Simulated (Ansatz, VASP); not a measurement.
**BaTiO3: VASP beside Ansatz**

```
Ba Ti O
1.0
     2.82737    1.63238    2.31839
    -2.82737    1.63238    2.31839
     0.00000   -3.26476    2.31839
Ba Ti O
1 1 3
Direct
  0.00000 0.00000 0.00000
  0.48450 0.48450 0.48450
  0.50860 0.50860 0.01750
  0.01750 0.50860 0.50860
  0.50860 0.01750 0.50860
```

Alike in both runs: task single point; functional PBEsol; dispersion D3(BJ); k mesh 6 × 6 × 6; no spin polarisation.

|  | VASP | Ansatz |
| --- | --- | --- |
| version | VASP 6.6.1 | Ansatz 0.2.0 |
| potentials or method | VASP PAW PBE potentials, release 64 (Ba_sv, Ti_sv, O) | plane waves, PAW |
| plane-wave cutoff (eV) | 520 | 517 |
| occupations | gaussian, width 0.01 eV | fixed |
| valence electrons in the cell | 40 | 40 |

Ansatz gave:

| Item | Value |
| --- | --- |
| gap on the k mesh at the Fermi level (eV) | 2.39 |
| dispersion energy (meV/atom) | -263.9 |

Problem. What did VASP give for the same quantities?

Solution. gap on the k mesh at the Fermi level (eV): 2.34; dispersion energy (meV/atom): -263.8.

Caveats: spin-orbit coupling is left out, which moves the levels of the heavy elements. A k mesh can miss the band edges. A hybrid or GW would open this gap; PBEsol tends to underestimate it.
